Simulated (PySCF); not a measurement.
Bonds (- single, = double, # triple, : aromatic): C1-C2 1.523 Å, C2-O3 1.405 Å, O3-C4 1.405 Å, C4-C5 1.523 Å, C5-N6 1.452 Å, N6-C1 1.452 Å. C1 carries H7, H8; C2 carries H9, H10; C4 carries H11, H12; C5 carries H13, H14; N6 carries H15.

Geometry: PBE0-D3(BJ)/def2-SVP; GIAO absolute shieldings from PySCF, gas phase, non-relativistic, averaged over equivalent atoms.

At KT2/pcSseg-1 (147 basis functions, 21 s wall time on 1 thread of an Arm Neoverse V1, shared host):
```csv
atoms,σ (ppm)
C2/C4,110.9
C1/C5,132.4
O3,267.8
N6,208.5
H9/H10/H11/H12,27.75
H7/H8/H13/H14,28.47
H15,31.11
```

Problem. What do these become at mPW1PW91/pcSseg-1?

Solution. 
```json
{"atoms": "C2/C4", "σ at mPW1PW91/pcSseg-1": "113.2", "change": "+2.3"}
{"atoms": "C1/C5", "σ at mPW1PW91/pcSseg-1": "135.2", "change": "+2.8"}
{"atoms": "O3", "σ at mPW1PW91/pcSseg-1": "289.5", "change": "+21.7"}
{"atoms": "N6", "σ at mPW1PW91/pcSseg-1": "218.1", "change": "+9.6"}
{"atoms": "H9/H10/H11/H12", "σ at mPW1PW91/pcSseg-1": "28.02", "change": "+0.27"}
{"atoms": "H7/H8/H13/H14", "σ at mPW1PW91/pcSseg-1": "28.73", "change": "+0.26"}
{"atoms": "H15", "σ at mPW1PW91/pcSseg-1": "31.40", "change": "+0.29"}
```

The largest change is at O3 (ether oxygen). Cost: 147 basis functions, 12 s wall time on 1 thread of an Arm Neoverse V1, shared host.
